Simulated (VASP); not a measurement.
# MgO (P6_3mc) in VASP: further runs, part 2 of 2

VASP 6.6.1. Earlier steps stand in the parts before.

## (4) Band structure, TB-mBJ

File POSCAR:

```
MgO                                     
1.0
    3.2993492522     -0.0000000000     -0.0000000000
   -1.6496746212      2.8573202648      0.0000000000
    0.0000000000      0.0000000000      5.0122560816
  Mg              O             
     2     2
Direct
     0.3333333300000021    0.6666666699999979    0.0035949979587868
     0.6666666699999979    0.3333333300000021    0.5035949979587867
     0.3333333300000021    0.6666666699999979    0.4010050020412154
     0.6666666699999979    0.3333333300000021    0.9010050020412154
```

File INCAR.step1:

```
PREC     = Accurate       # precision mode
ENCUT    = 520            # plane-wave cutoff, eV
EDIFF    = 1E-5           # SCF threshold, eV
ISMEAR   = 0              # smearing method
SIGMA    = 0.03           # smearing width, eV
LREAL    = F              # projectors in reciprocal space
LASPH    = T              # aspherical terms in the spheres
NELM     = 80             # most SCF steps
ALGO     = Normal         # electronic algorithm
ISIF     = 2              # what is computed and relaxed
LWAVE    = T              # write WAVECAR
LCHARG   = F              # write CHGCAR
NBANDS   = 16             # bands
GGA      = PE             # functional
```

File INCAR.step2:

```
PREC     = Accurate       # precision mode
ENCUT    = 520            # plane-wave cutoff, eV
EDIFF    = 1E-7           # SCF threshold, eV
ISMEAR   = 0              # smearing method
SIGMA    = 0.03           # smearing width, eV
LREAL    = F              # projectors in reciprocal space
LASPH    = T              # aspherical terms in the spheres
NELM     = 80             # most SCF steps
ALGO     = Normal         # electronic algorithm
ISIF     = 2              # what is computed and relaxed
LWAVE    = F              # write WAVECAR
LCHARG   = F              # write CHGCAR
METAGGA  = MBJ            # meta-GGA
NBANDS   = 16             # bands
ISTART   = 1
```

File KPOINTS:

```
Automatic mesh
0
Gamma
  9 9 6
```

KPOINTS_OPT is that of step 3.

Potentials or basis: VASP PAW PBE potentials, release 64 (Mg, O).

Started as:

```sh
$ cat potpaw_PBE.64/Mg/POTCAR potpaw_PBE.64/O/POTCAR > POTCAR
$ cp INCAR.step1 INCAR
$ mpirun -np 1 vasp_std > vasp.out
$ cp INCAR.step2 INCAR
$ mpirun -np 1 vasp_std > vasp.out
```

OUTCAR:

```text
PREC = Accurate
   ENCUT = 520
   EDIFF = 1E-7
   ISMEAR = 0
   LREAL = F
   LASPH = T
   NELM = 80
   ISIF = 2
   METAGGA = MBJ
   ISTART = 1

 ion  position               nearest neighbor table
   1  0.333  0.667  0.004-   4 1.97   4 1.97   4 1.97   3 1.99   2 3.15   2 3.15   2 3.15   2 3.15
                             2 3.15   2 3.15
   2  0.667  0.333  0.504-   3 1.97   3 1.97   3 1.97   4 1.99   1 3.15   1 3.15   1 3.15   1 3.15
                             1 3.15   1 3.15
   3  0.333  0.667  0.401-   2 1.97   2 1.97   2 1.97   1 1.99
   4  0.667  0.333  0.901-   1 1.97   1 1.97   1 1.97   2 1.99

  LATTYP: Found a hexagonal cell.
 ALAT       =     3.2993492522
 C/A-ratio  =     1.5191650530

  Lattice vectors:

 A1 = (   3.2993492522,   0.0000000000,   0.0000000000)
 A2 = (  -1.6496746212,   2.8573202648,   0.0000000000)
 A3 = (   0.0000000000,   0.0000000000,   5.0122560816)

Analysis of symmetry for initial positions (statically):
=====================================================================
 Subroutine PRICEL returns:
 Original cell was already a primitive cell.

[... 180 lines left out ...]
 cond. band min:       7.5329848813   @ k =   0.0000   0.0000   0.0000
 fundamental gap:      5.7115953810
 Fermi energy:         1.9780572562

 k-point     1 :       0.0000    0.0000    0.0000
  band No.  band energies     occupation
      1     -15.5009      2.00000
      2     -14.9086      2.00000
      3      -0.8678      2.00000
      4       1.1421      2.00000
      5       1.1421      2.00000
      6       1.4351      2.00000
[... 433 lines left out ...]
      3      -0.3370      2.00000
      4       0.0030      2.00000
      5       0.0030      2.00000
      6       0.6275      2.00000
[... 8 lines left out ...]
     15      17.5461      0.00000
     16      21.5565      0.00000

 [... further k-points ...]

------------------------ aborting loop because EDIFF is reached ----------------------------------------

  FORCE on cell =-STRESS in cart. coord.  units (eV):
  Direction    XX          YY          ZZ          XY          YZ          ZX
  --------------------------------------------------------------------------------------
  -------------------------------------------------------------------------------------
  Total       44.7489829     44.7489828     45.4882171      0.0000001      0.0000000      0.0000000
  in kB     1517.3063956   1517.3063918   1542.3716536      0.0000026      0.0000000      0.0000000
  external PRESSURE =    1525.6614804 kB  Pullay stress =       0.0000000 kB

 VOLUME and BASIS-vectors are now :
 -----------------------------------------------------------------------------
  energy-cutoff  :      520.00
  volume of cell :       47.25
      direct lattice vectors                 reciprocal lattice vectors
     3.299349252  0.000000000  0.000000000     0.303090071  0.174989134  0.000000000
    -1.649674621  2.857320265  0.000000000     0.000000000  0.349978269  0.000000000
     0.000000000  0.000000000  5.012256082     0.000000000  0.000000000  0.199510955

 POSITION                                       TOTAL-FORCE (eV/Angst)
 -----------------------------------------------------------------------------------
     -0.00000      1.90488      0.01802         0.000000     -0.000000      0.131042
      1.64967      0.95244      2.52415        -0.000000      0.000000      0.131042
     -0.00000      1.90488      2.00994         0.000000     -0.000000     -0.131042
      1.64967      0.95244      4.51607        -0.000000      0.000000     -0.131042
 -----------------------------------------------------------------------------------
    total drift:                               -0.000017      0.000010      1.014146

  FREE ENERGIE OF THE ION-ELECTRON SYSTEM (eV)
  ---------------------------------------------------
  free  energy   TOTEN  =        50.7661468433 eV

  energy  without entropy=       50.7661468433  energy(sigma->0) =       50.76614684
```

OUTCAR.step1:

```text
PREC = Accurate
   ENCUT = 520
   EDIFF = 1E-5
   ISMEAR = 0
   LREAL = F
[... 691 lines left out ...]
     -0.00000      1.90488      0.01802         0.000000      0.000000      0.001051
      1.64967      0.95244      2.52415         0.000000      0.000000      0.001051
     -0.00000      1.90488      2.00994        -0.000000      0.000000     -0.001051
      1.64967      0.95244      4.51607         0.000000     -0.000000     -0.001051
 -----------------------------------------------------------------------------------
    total drift:                               -0.000017      0.000010      0.000409

  FREE ENERGIE OF THE ION-ELECTRON SYSTEM (eV)
  ---------------------------------------------------
  free  energy   TOTEN  =       -23.5212066820 eV

  energy  without entropy=      -23.5212066820  energy(sigma->0) =      -23.52120668
```

It took 7.2 min on 1 thread of Intel Xeon Platinum 8375C at 2.90GHz (Ice Lake), shared host; peak memory 0.22 GiB.

Results:

| Item | Value |
| --- | --- |
| Band gap on the k mesh | 5.71 eV, direct |
| Band gap along the path | 5.71 eV, direct |

Levels at the corners of the path, in eV from the valence-band top:
| point | band 5 | band 6 | band 7 | band 8 | band 9 | band 10 | band 11 | band 12 |
| --- | --- | --- | --- | --- | --- | --- | --- | --- |
| Γ | -0.68 | -0.39 | -0.39 | 0.00 | 5.71 | 10.79 | 12.73 | 16.41 |
| M | -1.46 | -1.11 | -0.66 | -0.46 | 10.10 | 10.43 | 11.56 | 13.11 |
| M | -1.46 | -1.11 | -0.66 | -0.46 | 10.10 | 10.43 | 11.56 | 13.11 |
| K | -1.60 | -1.11 | -1.00 | -1.00 | 10.59 | 10.95 | 12.40 | 12.40 |
| K | -1.60 | -1.11 | -1.00 | -1.00 | 10.59 | 10.95 | 12.40 | 12.40 |
| Γ | -0.68 | -0.39 | -0.39 | 0.00 | 5.71 | 10.79 | 12.73 | 16.41 |
| Γ | -0.68 | -0.39 | -0.39 | 0.00 | 5.71 | 10.79 | 12.73 | 16.41 |
| A | -0.54 | -0.54 | -0.54 | -0.54 | 8.04 | 8.04 | 15.64 | 15.64 |
| A | -0.54 | -0.54 | -0.54 | -0.54 | 8.04 | 8.04 | 15.64 | 15.64 |
| L | -0.80 | -0.80 | -0.60 | -0.60 | 9.76 | 9.76 | 13.14 | 13.14 |
| L | -0.80 | -0.80 | -0.60 | -0.60 | 9.76 | 9.76 | 13.14 | 13.14 |
| H | -1.71 | -1.71 | -0.34 | -0.34 | 10.87 | 10.87 | 12.18 | 12.18 |
| H | -1.71 | -1.71 | -0.34 | -0.34 | 10.87 | 10.87 | 12.18 | 12.18 |
| A | -0.54 | -0.54 | -0.54 | -0.54 | 8.04 | 8.04 | 15.64 | 15.64 |
| L | -0.80 | -0.80 | -0.60 | -0.60 | 9.76 | 9.76 | 13.14 | 13.14 |
| M | -1.46 | -1.11 | -0.66 | -0.46 | 10.10 | 10.43 | 11.56 | 13.11 |
| K | -1.60 | -1.11 | -1.00 | -1.00 | 10.59 | 10.95 | 12.40 | 12.40 |
| H | -1.71 | -1.71 | -0.34 | -0.34 | 10.87 | 10.87 | 12.18 | 12.18 |

Caveat: the PAW data sets were made with another functional, which shifts forces and pressure a little.

## (5) Band structure, LDA

File INCAR:

```
PREC     = Accurate       # precision mode
ENCUT    = 520            # plane-wave cutoff, eV
EDIFF    = 1E-7           # SCF threshold, eV
ISMEAR   = 0              # smearing method
SIGMA    = 0.03           # smearing width, eV
LREAL    = F              # projectors in reciprocal space
LASPH    = T              # aspherical terms in the spheres
NELM     = 80             # most SCF steps
ALGO     = Normal         # electronic algorithm
ISIF     = 2              # what is computed and relaxed
LWAVE    = F              # write WAVECAR
LCHARG   = F              # write CHGCAR
NBANDS   = 16             # bands
```

KPOINTS is that of step 4.

POSCAR is that of step 4.

KPOINTS_OPT is that of step 4.

Potentials or basis: VASP PAW LDA potentials, release 64 (Mg, O).

Started as:

```sh
$ cat potpaw_LDA.64/Mg/POTCAR potpaw_LDA.64/O/POTCAR > POTCAR
$ mpirun -np 1 vasp_std > vasp.out
```

OUTCAR:

```text
PREC = Accurate
   ENCUT = 520
   EDIFF = 1E-7
   ISMEAR = 0
   LREAL = F
   LASPH = T
   NELM = 80
   ISIF = 2

 ion  position               nearest neighbor table
   1  0.333  0.667  0.004-   4 1.97   4 1.97   4 1.97   3 1.99   2 3.15   2 3.15   2 3.15   2 3.15
                             2 3.15   2 3.15
   2  0.667  0.333  0.504-   3 1.97   3 1.97   3 1.97   4 1.99   1 3.15   1 3.15   1 3.15   1 3.15
                             1 3.15   1 3.15
   3  0.333  0.667  0.401-   2 1.97   2 1.97   2 1.97   1 1.99
   4  0.667  0.333  0.901-   1 1.97   1 1.97   1 1.97   2 1.99

  LATTYP: Found a hexagonal cell.
 ALAT       =     3.2993492522
 C/A-ratio  =     1.5191650530

  Lattice vectors:

 A1 = (   3.2993492522,   0.0000000000,   0.0000000000)
 A2 = (  -1.6496746212,   2.8573202648,   0.0000000000)
 A3 = (   0.0000000000,   0.0000000000,   5.0122560816)

Analysis of symmetry for initial positions (statically):
=====================================================================
 Subroutine PRICEL returns:
 Original cell was already a primitive cell.

 Routine SETGRP: Setting up the symmetry group for a
 hexagonal supercell.

 Subroutine GETGRP returns: Found 12 space group operations
 (whereof  6 operations were pure point group operations)
 out of a pool of 24 trial point group operations.

The static configuration has the point symmetry C_3v.
 The point group associated with its full space group is C_6v.

Analysis of symmetry for dynamics (positions and initial velocities):
=====================================================================
 Subroutine PRICEL returns:
 Original cell was already a primitive cell.

 Routine SETGRP: Setting up the symmetry group for a
 hexagonal supercell.
[... 127 lines left out ...]
   IALGO  =     38    algorithm
   IMIX   =      4    mixing-type and parameters
     AMIX     =   0.40;   BMIX     =  1.00
     AMIX_MAG =   1.60;   BMIX_MAG =  1.00
  volume/ion in A,a.u.               =      11.81        79.72
  Fermi-wavevector in a.u.,A,eV,Ry     =   1.141059  2.156288 17.714990  1.302015
  Thomas-Fermi vector in A             =   2.277760
   LORBIT       =      0    0 simple, 1 ext, 2 COOP (PROOUT), +10 PAW based schemes
   GGA     = CA    functional components
   LHFCALC =     F    Hartree Fock is set to
   AEXX    =    0.0000 exact exchange contribution
   IVDW    =     0    specifies the selected vdW correction
   LEPSILON=     F    determine dielectric tensor
   LRPA    =     F    only Hartree local field effects (RPA)
 non-spin polarized calculation
 Gauss-broadening in eV      SIGMA  =   0.03
  energy-cutoff  :      520.00
  volume of cell :       47.25
 maximum number of plane-waves:      1288
 NGX is ok and might be reduce to    28
   NGX = 13   NGY = 13   NGZ = 19

 number of electron      15.9999996 magnetization

 Free energy of the ion-electron system (eV)
  ---------------------------------------------------
  ext. energy  EPLUGINS =         0.00000000
  ---------------------------------------------------
  free energy    TOTEN  =       -26.22948899 eV

  energy without entropy =      -26.22948899  energy(sigma->0) =      -26.22948899

 E-fermi :   0.9566     XC(G=0): -10.2663

 val. band max:        0.7848155512   @ k =   0.0000   0.0000   0.0000
 cond. band min:       4.1728814383   @ k =   0.0000   0.0000   0.0000
 fundamental gap:      3.3880658871
 Fermi energy:         0.9565897191

 k-point     1 :       0.0000    0.0000    0.0000
  band No.  band energies     occupation
      1     -15.1604      2.00000
      2     -14.3171      2.00000
      3      -2.5447      2.00000
      4       0.0434      2.00000
      5       0.0434      2.00000
      6       0.3761      2.00000
[... 433 lines left out ...]
      3      -1.9295      2.00000
      4      -1.4372      2.00000
      5      -1.4372      2.00000
      6      -0.6499      2.00000
[... 8 lines left out ...]
     15      14.0374      0.00000
     16      17.8259      0.00000

 [... further k-points ...]

------------------------ aborting loop because EDIFF is reached ----------------------------------------

  FORCE on cell =-STRESS in cart. coord.  units (eV):
  Direction    XX          YY          ZZ          XY          YZ          ZX
  --------------------------------------------------------------------------------------
  -------------------------------------------------------------------------------------
  Total       -1.6097165     -1.6097165     -1.4474318     -0.0000000      0.0000000      0.0000000
  in kB      -54.5807532    -54.5807530    -49.0781548     -0.0000001      0.0000000      0.0000000
  external PRESSURE =     -52.7465537 kB  Pullay stress =       0.0000000 kB

 VOLUME and BASIS-vectors are now :
 -----------------------------------------------------------------------------
  energy-cutoff  :      520.00
  volume of cell :       47.25
      direct lattice vectors                 reciprocal lattice vectors
     3.299349252  0.000000000  0.000000000     0.303090071  0.174989134  0.000000000
    -1.649674621  2.857320265  0.000000000     0.000000000  0.349978269  0.000000000
     0.000000000  0.000000000  5.012256082     0.000000000  0.000000000  0.199510955

 POSITION                                       TOTAL-FORCE (eV/Angst)
 -----------------------------------------------------------------------------------
     -0.00000      1.90488      0.01802         0.000000      0.000000      0.038138
      1.64967      0.95244      2.52415         0.000000      0.000000      0.038138
     -0.00000      1.90488      2.00994         0.000000     -0.000000     -0.038138
      1.64967      0.95244      4.51607        -0.000000      0.000000     -0.038138
 -----------------------------------------------------------------------------------
    total drift:                               -0.000017      0.000010      0.001065

  FREE ENERGIE OF THE ION-ELECTRON SYSTEM (eV)
  ---------------------------------------------------
  free  energy   TOTEN  =       -26.2294889902 eV

  energy  without entropy=      -26.2294889902  energy(sigma->0) =      -26.22948899
```

stdout:

```text
POSCAR found type information on POSCAR MgO
 POSCAR found :  2 types and       4 ions
 scaLAPACK will be used
 LDA part: xc-table for (Slater(with rela. corr.)+CA(PZ))
 , standard interpolation
 POSCAR, INCAR and KPOINTS ok, starting setup
 FFT: planning ... GRIDC
 FFT: planning ... GRID_SOFT
 FFT: planning ... GRID
 WAVECAR not read
 entering main loop
 Start KPOINTS_OPT (optional k-point list driver)
k-point batch [1-48\186]
k-point batch [49-96\186]
k-point batch [97-144\186]
k-point batch [145-186\186]
```

Wall time 2.2 min (1 thread of Intel Xeon Platinum 8375C at 2.90GHz (Ice Lake), shared host); peak memory 0.19 GiB.

What came out:

```yaml
Free_energy: -26.2295 eV
Pressure: -5.3 GPa
Largest_force: 0.038 eV/Å
Band_gap_on_the_k_mesh: 3.39 eV, direct
Band_gap_along_the_path: 3.39 eV, direct
```

Forces in eV/Å, atoms in the order of the input:
```
Mg   0.000  0.000  0.038
Mg   0.000  0.000  0.038
O    0.000  0.000 -0.038
O    0.000  0.000 -0.038
```

Stress tensor (GPa, compression positive):
```
-5.46  0.00  0.00
 0.00 -5.46  0.00
 0.00  0.00 -4.91
```

Levels at the corners of the path, in eV from the valence-band top:
```csv
point,band 5,band 6,band 7,band 8,band 9,band 10,band 11,band 12
Γ,-0.74,-0.41,-0.41,0.00,3.39,8.33,10.13,13.91
M,-1.77,-1.28,-0.83,-0.50,7.63,7.88,9.07,10.54
M,-1.77,-1.28,-0.83,-0.50,7.63,7.88,9.07,10.54
K,-1.96,-1.31,-1.21,-1.21,8.14,8.15,9.97,9.97
K,-1.96,-1.31,-1.21,-1.21,8.14,8.15,9.97,9.97
Γ,-0.74,-0.41,-0.41,0.00,3.39,8.33,10.13,13.91
Γ,-0.74,-0.41,-0.41,0.00,3.39,8.33,10.13,13.91
A,-0.58,-0.58,-0.58,-0.58,5.87,5.87,12.93,12.93
A,-0.58,-0.58,-0.58,-0.58,5.87,5.87,12.93,12.93
L,-0.91,-0.91,-0.72,-0.72,7.20,7.20,10.63,10.63
L,-0.91,-0.91,-0.72,-0.72,7.20,7.20,10.63,10.63
H,-2.14,-2.14,-0.38,-0.38,8.31,8.31,9.73,9.73
H,-2.14,-2.14,-0.38,-0.38,8.31,8.31,9.73,9.73
A,-0.58,-0.58,-0.58,-0.58,5.87,5.87,12.93,12.93
L,-0.91,-0.91,-0.72,-0.72,7.20,7.20,10.63,10.63
M,-1.77,-1.28,-0.83,-0.50,7.63,7.88,9.07,10.54
K,-1.96,-1.31,-1.21,-1.21,8.14,8.15,9.97,9.97
H,-2.14,-2.14,-0.38,-0.38,8.31,8.31,9.73,9.73
```

## (6) The runs side by side

| level | potentials or basis | gap on the mesh (eV) | pressure (GPa) | largest force (eV/Å) |
| --- | --- | --- | --- | --- |
| PBEsol | VASP PAW PBE potentials, release 64 (Mg, O) | 3.37 | 0.2 | - |
| r2SCAN | VASP PAW PBE potentials, release 64 (Mg, O) | 4.16 | -1.0 | 0.02 |
| TB-mBJ | VASP PAW PBE potentials, release 64 (Mg, O) | 5.71 | - | - |
| LDA | VASP PAW LDA potentials, release 64 (Mg, O) | 3.39 | -5.3 | 0.04 |

Alike in all rows: task band structure; no spin polarisation; cell as given; k mesh 9 × 9 × 6; cutoff (eV) 520; smearing gaussian 0.03 eV.

Caveats: the PAW data sets were made with another functional, which shifts forces and pressure a little (some runs).

Absolute energies hang on the potentials; compare differences alone.
